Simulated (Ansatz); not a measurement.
# Spin–orbit splittings in Ag

```yaml
crystal:
  lattice:
    - [2.75145, 0.00000, 0.00000]
    - [0.00000, 2.75145, 0.00000]
    - [0.00000, 0.00000, 2.75145]
  atoms:
    - { symbol: Ag, position: [0.00000, 0.00000, 0.00000] }
```

The conventional cell has a = 2.751 Å, b = 2.751 Å, c = 2.751 Å, α = 90.00°, β = 90.00°, γ = 90.00°. Around Ag (atom 1) lie 6 Ag at 2.75 Å.

The structure comes from a relaxation in the same program, started in the sc type, and has space group Pm-3m. Whether it is a known phase or the ground state wasn't checked.

Levels of theory: DFT, PBE, all-electron LAPW, scalar-relativistic (Ansatz 0.2.0); DFT, PBE, all-electron LAPW, Dirac equation with spin-orbit coupling (Ansatz 0.2.0).

The runs use a Γ-centred 12×12×12 k mesh, Fermi–Dirac smearing of 0.05 eV, basis error target 0.25 meV/atom, no spin polarisation.

Levels between -8 and 5 eV, each run counted from its own valence-band top where it has a gap, else its Fermi level. Scalar levels are listed once for both spins; with the coupling every spinor state is counted. Levels near the edges of the range can cross them.

Question: At Γ (0.000, 0.000, 0.000) the scalar-relativistic levels are -6.35, -5.67 (×2), -2.77 (×3). What are they with spin–orbit coupling?

Answer: -6.35 (×2), -5.70 (×4), -2.87 (×4), -2.51 (×2).

Question: At X (0.000, 0.500, 0.000) the scalar-relativistic levels are -5.37, -5.08, -3.71 (×2), -2.68, -0.48, 1.64. What are they with spin–orbit coupling?

Answer: -5.41 (×2), -5.13 (×2), -3.79 (×2), -3.61 (×2), -2.64 (×2), -0.48 (×2), 1.65 (×2).

Question: At R (0.500, 0.500, 0.500) the scalar-relativistic levels are -5.13 (×3), -1.96 (×2). What are they with spin–orbit coupling?

Answer: -5.25 (×4), -4.94 (×2), -1.94 (×4).
